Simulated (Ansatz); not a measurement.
BeTe (zincblende) at its r2SCAN geometry, run in Ansatz 0.2.0 at 4 levels of theory. No magnetic order and no zero-point or thermal motion.

The PBE+SOC input:
```yaml
crystal:
  lattice:
    - [0.0, 2.8286236282, 2.8286236282]
    - [2.8286236282, 0.0, 2.8286236282]
    - [2.8286236282, 2.8286236282, 0.0]
  atoms:
    - { symbol: Be, position: [0.0, 0.0, 0.0] }
    - { symbol: Te, position: [0.25, 0.25, 0.25] }
kpoints:
  mp_grid: { grid: [8, 8, 8] }
  band_path:
    path:
      - [0.0, 0.0, 0.0]
      - [-0.5, -0.5, 0.0]
      - [-0.375, -0.375, 0.25]
      - [-0.375, 0.0, 0.375]
      - [0.0, 0.0, 0.5]
      - [-0.5, -0.25, 0.25]
      - [0.0, 0.5, 0.5]
    npoints: 1
hamiltonian:
  xc: pbe
scf:
  occupations: { method: fixed }
  n_extra_bands: 8
magnetization:
  noncollinear: true
  spin_orbit: true
output:
  forces: true
  stress: true
  eigenvalues: true
```

Main results, then, where recorded, the levels near the gap in eV from the Fermi energy (columns number the bands from 0), one row a point of the path (Γ, X, U, K, L, W, X):
```
Crystal: 2 atoms, lattice volume = 45.264 Å³
Symmetry: 24 space group operations + 24 with time reversal
Magnetic group: BNS 216.75 (UNI 1577)
```
```
Basis set: ecut = 420 eV, 893 PW (Γ)
k-points: 29 of 512 (time reversal used)
SCF converged after 7 iterations
Free energy (F): -7076.144926 eV
Fermi energy:    7.521898 eV
--- Stress (GPa, compression-positive) ---
        0.221680       0.000000       0.000000
        0.000000       0.221680       0.000000
        0.000000       0.000000       0.221680
  P = ⅓ Tr σ = 0.2217 GPa (2.217 kbar)
```
```tsv
band_12	band_13	band_14	band_15	band_16	band_17	band_18	band_19	band_20	band_21	band_22	band_23
-0.937	-0.937	0.000	0.000	0.000	0.000	3.309	3.309	3.372	3.372	3.372	3.372
-5.364	-5.364	-3.081	-3.081	-2.686	-2.686	1.730	1.730	2.409	2.409	9.160	9.160
-5.130	-4.907	-4.252	-3.960	-2.470	-2.453	2.436	2.460	4.923	5.031	7.463	7.536
-5.130	-4.907	-4.252	-3.960	-2.470	-2.453	2.436	2.460	4.923	5.031	7.463	7.536
-5.764	-5.764	-1.663	-1.663	-1.160	-1.160	2.763	2.763	4.294	4.294	4.361	4.361
-5.001	-4.675	-4.194	-3.733	-3.410	-3.352	4.946	4.992	5.249	5.254	5.295	5.310
-5.364	-5.364	-3.081	-3.081	-2.686	-2.686	1.730	1.730	2.409	2.409	9.160	9.160
```

With PBE+SOC the valence top lies at Γ and the conduction bottom at X, 1.73 eV higher; the smallest vertical gap, at Γ, is 3.31 eV.

Problem. In the first input these blocks are replaced (the band path and keys that only write files left aside):
```yaml
hamiltonian:
  xc: r2scan
scf:
  occupations: { method: fixed }
  n_extra_bands: 4
```
(magnetization left out)
What comes out?

Solution.
```
Basis set: ecut = 500 eV, 1139 PW (Γ)
k-points: 29 of 512 (time reversal used)
SCF converged after 6 iterations
Free energy (F): -7089.089393 eV
Fermi energy:    7.066792 eV
--- Stress (GPa, compression-positive) ---
       -0.000954       0.000000       0.000000
        0.000000      -0.000954       0.000000
        0.000000       0.000000      -0.000954
  P = ⅓ Tr σ = -0.0010 GPa (-0.010 kbar)
```
```tsv
band_6	band_7	band_8	band_9	band_10	band_11
0.000	0.000	0.000	4.040	4.040	4.040
-5.265	-2.690	-2.690	2.375	3.014	10.521
-4.905	-3.927	-2.267	3.101	5.745	8.530
-4.905	-3.927	-2.267	3.101	5.745	8.530
-5.671	-1.146	-1.146	3.512	5.040	5.040
-4.734	-3.745	-3.233	5.681	6.107	6.196
-5.265	-2.690	-2.690	2.375	3.014	10.521
```
The r2SCAN gap is indirect, 2.38 eV (Γ to X), below the direct gap of 4.04 eV at Γ. The mean stress is close to zero (0.00 GPa).

HSE06. Against the first input these blocks differ (the band path and keys that only write files left aside):
```yaml
kpoints:
  mp_grid: { grid: [6, 6, 6] }
hamiltonian:
  xc: hse06
scf:
  occupations: { method: fixed }
  n_extra_bands: 4
```
(magnetization left out)

```
Basis set: ecut = 420 eV, 893 PW (Γ)
k-points: 16 of 216 (time reversal used)
Exchange kernel: α = 0.2500, screened, ω = 0.2079 Å⁻¹, Wigner–Seitz truncation, v(0) = 1046.6341 eV·Å³, q-mesh 6×6×6
hybrid outer 1: dexx = +2.449e-3 eV, tail = 4.96e-5 eV
hybrid outer 2: dexx = +6.884e-7 eV, tail = 1.18e-8 eV, Δε = 2.75e-3 eV
hybrid SCF converged: 2 outer / 9 inner (+2 warm-up)
Free energy (F): -7078.179674 eV
Fermi energy:    6.778838 eV
--- Stress (GPa, compression-positive) ---
       -0.824402       0.000000       0.000000
        0.000000      -0.824402       0.000000
        0.000000       0.000000      -0.824402
  P = ⅓ Tr σ = -0.8244 GPa (-8.244 kbar)
```
```tsv
band_6	band_7	band_8	band_9	band_10	band_11
0.000	0.000	0.000	4.482	4.482	4.482
-5.575	-2.820	-2.820	2.695	3.392	11.008
-5.191	-4.127	-2.373	3.455	6.168	9.040
-5.191	-4.127	-2.373	3.455	6.168	9.040
-6.006	-1.198	-1.198	3.865	5.487	5.487
-5.009	-3.932	-3.388	6.081	6.485	6.599
-5.575	-2.820	-2.820	2.695	3.392	11.008
```

With HSE06 the valence top lies at Γ and the conduction bottom at X, 2.69 eV higher; the smallest vertical gap, at Γ, is 4.48 eV. At this geometry HSE06 finds -0.8 GPa, compression counted positive: its own equilibrium volume is smaller. The stress of a hybrid is loosely converged here.

Problem. Another run on the same cell gave
```
Basis set: ecut = 420 eV, 893 PW (Γ)
k-points: 16 of 216 (time reversal used)
hybrid outer 1: dexx = +4.043e-3 eV, tail = 5.53e-5 eV
hybrid outer 2: dexx = +2.736e-7 eV, tail = 2.59e-8 eV, Δε = 1.80e-3 eV
hybrid SCF converged: 2 outer / 9 inner (+2 warm-up)
Free energy (F): -7077.380935 eV
Fermi energy:    6.451444 eV
--- Stress (GPa, compression-positive) ---
       -0.825742       0.000000       0.000000
        0.000000      -0.825742       0.000000
        0.000000       0.000000      -0.825742
  P = ⅓ Tr σ = -0.8257 GPa (-8.257 kbar)
```
```tsv
band_6	band_7	band_8	band_9	band_10	band_11
0.000	0.000	0.000	5.156	5.156	5.156
-5.670	-2.869	-2.869	3.347	4.061	11.744
-5.283	-4.211	-2.417	4.118	6.869	9.768
-5.283	-4.211	-2.417	4.118	6.869	9.768
-6.110	-1.221	-1.221	4.532	6.176	6.176
-5.095	-4.012	-3.461	6.769	7.183	7.310
-5.670	-2.869	-2.869	3.347	4.061	11.744
```
Which level of theory gave it?

Solution. It is PBE0, judged by the exchange loop and the size of the gap (a near hybrid could fit too), on 6×6×6; the blocks that differ from the first input, but for the band path:
```yaml
kpoints:
  mp_grid: { grid: [6, 6, 6] }
hamiltonian:
  xc: pbe0
scf:
  occupations: { method: fixed }
  n_extra_bands: 4
```
(magnetization left out)
With PBE0 the valence top lies at Γ and the conduction bottom at X, 3.35 eV higher; the smallest vertical gap, at Γ, is 5.16 eV. The mean pressure is -0.8 GPa (compression positive), so PBE0 would shrink the cell's volume. (The program warns that its thresholds are loose for a hybrid's stress.)

Small level splittings and stresses of the hybrids carry the error of their coarser meshes.

Totals of different functionals, or with and without spin-orbit coupling, can't be compared.

Only the levels marked +SOC include spin-orbit coupling.
